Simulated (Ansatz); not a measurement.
Crystal: CuCl2.

```
CELL_PARAMETERS angstrom
-2.25486 2.25486 6.85990
2.25486 -2.25486 6.85990
2.25486 2.25486 -6.85990
ATOMIC_POSITIONS crystal
Cu 0.00000 0.00000 0.00000
Cl 0.00000 0.50000 0.50000
Cl 0.50000 0.00000 0.50000
```

Measurements of this composition are mostly on another form, of space group No. 12.

* Program: Ansatz 0.2.0
* Task: relaxation of cell and atoms
* Functional: PBEsol
* Potentials or basis: Ansatz PAW
* Cutoff: 420 eV (not typed: the program's choice for these potentials)
* k mesh: 8 × 8 × 8
* Occupations: fermi-dirac, width 0.05 eV
* Spin: no spin polarisation

At the start: volume 46.50 Å³/atom.

Question: Where does the relaxation end?

Answer: It ends after 6 steps and the volume is 45.22 Å³/atom (-2.8 %); space group I4/mmm (No. 139, to 0.05 Å).

Step by step:
```
step  energy change (eV)  largest force (eV/Å)  volume (Å³)
   1              0.0000                0.0000       139.51
   2             -0.0119                0.0000       137.69
   3             -0.0163                0.0000       135.58
   4             -0.0163                0.0000       135.71
   5             -0.0164                0.0000       135.67
   6             -0.0160                0.0000       135.67
```

Final structure:
```xyz
3
Lattice="-2.2251 2.2251 6.8502 2.2251 -2.2251 6.8502 2.2251 2.2251 -6.8502" Properties=species:S:1:pos:R:3 pbc="T T T"
Cu    0.0000    0.0000    0.0000
Cl    2.2251    0.0000    0.0000
Cl    0.0000    2.2251    0.0000
```

Caveat: the plane-wave basis is chosen anew once the cell has moved, so the energies of steps on either side of that aren't comparable; an odd number of electrons without spin polarisation forces a metal; a magnetic or distorted state may lie lower; the run has no spin polarisation, though such a crystal can be magnetic; the PAW data sets come from PBE, with cores solved anew for the run's functional, which leaves a small shift of forces and pressure.
